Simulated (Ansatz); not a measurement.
# SnO2: the cost of one run

Program: Ansatz 0.2.0. Level of theory: DFT PBE, scalar-relativistic, plane waves, PAW. These are calculated values, not measurements.

41 further runs of the same task are left out: 41 set aside as unsound or not needed.

### Step 1. The system as given

The structure is orthorhombic, space group Pbcn (No. 60). The conventional cell has a = 4.790 Å, b = 5.824 Å, c = 5.306 Å, α = 90.00°, β = 90.00°, γ = 90.00°. Sn (site symmetry 2) is surrounded by 6 O at 2.06 to 2.14 Å. O (site symmetry 1) has 3 Sn at 2.06 to 2.14 Å as nearest neighbours.

Coordinates:

```cif
data_structure
_symmetry_space_group_name_H-M 'P 1'
_symmetry_Int_Tables_number 1
_cell_length_a 4.7904
_cell_length_b 5.8237
_cell_length_c 5.3055
_cell_angle_alpha 90.000
_cell_angle_beta 90.000
_cell_angle_gamma 90.000
_cell_volume 148.01
loop_
_atom_site_label
_atom_site_type_symbol
_atom_site_fract_x
_atom_site_fract_y
_atom_site_fract_z
_atom_site_occupancy
Sn1 Sn 0.50000 0.66517 0.75000 1
Sn2 Sn 0.00000 0.83483 0.25000 1
Sn3 Sn 0.50000 0.33483 0.25000 1
Sn4 Sn 0.00000 0.16517 0.75000 1
O1 O 0.73012 0.60706 0.07817 1
O2 O 0.23012 0.89294 0.92183 1
O3 O 0.76988 0.89294 0.57817 1
O4 O 0.26988 0.60706 0.42183 1
O5 O 0.73012 0.39294 0.57817 1
O6 O 0.23012 0.10706 0.42183 1
O7 O 0.76988 0.10706 0.07817 1
O8 O 0.26988 0.39294 0.92183 1
```

It goes back to an entry of the Materials Project, which need not be the stable form.

It is the result of an earlier relaxation at this level (volume 12.33 Å³/atom; gap on the mesh: 1.00 eV).

### Step 2. Plan of the line

The energy is mapped over volume and the cell's shape.

- volume per atom: 9 values from 10.36 to 14.31 Å³
- stretch along b over the lengths across it, relative to the relaxed cell: 9 values from 0.923 to 1.083

Nothing else is relaxed (fractional coordinates fixed). Energies count from the relaxed crystal. Points are written as (first, second).

### Step 3. Grid point (10.85 Å³, 0.923)

File input.yaml:

```yaml
crystal:
  lattice:
    - [4.7147765392, 0.0, 0.0]
    - [0.0, 5.2904211578, 0.0]
    - [0.0, 0.0, 5.2217936156]
  atoms:
    - { symbol: Sn, position: [0.5, 0.6651654903, 0.75] }
    - { symbol: Sn, position: [0.0, 0.8348345097, 0.25] }
    - { symbol: Sn, position: [0.5, 0.3348345097, 0.25] }
    - { symbol: Sn, position: [0.0, 0.1651654903, 0.75] }
    - { symbol: O, position: [0.7301204269, 0.6070551965, 0.0781681516] }
    - { symbol: O, position: [0.2301204269, 0.8929448035, 0.9218318484] }
    - { symbol: O, position: [0.7698795731, 0.8929448035, 0.5781681516] }
    - { symbol: O, position: [0.2698795731, 0.6070551965, 0.4218318484] }
    - { symbol: O, position: [0.7301204269, 0.3929448035, 0.5781681516] }
    - { symbol: O, position: [0.2301204269, 0.1070551965, 0.4218318484] }
    - { symbol: O, position: [0.7698795731, 0.1070551965, 0.0781681516] }
    - { symbol: O, position: [0.2698795731, 0.3929448035, 0.9218318484] }
basis:
  ecutwfc: 520.0
kpoints:
  mp_grid: { grid: [6, 6, 6] }
hamiltonian:
  xc: pbe
  pseudopotentials: { kind: paw, azcp: { folder: soft_1 } }
scf:
  occupations: { method: gaussian, width: 0.05 }
output:
  forces: true
  stress: true
  eigenvalues: true
```

Launch:

```bash
$ ansatz run input.yaml --threads 4 --pin off --max-ram 8192MiB --backend cpu --events-out ev --progress --plain --runs-dir out
```

**Question.** How long does this run take on 4 threads of Intel Xeon Platinum 8488C (Sapphire Rapids), shared host, and how much memory does it need?

About 8.2 s, with a peak of 0.89 GiB.
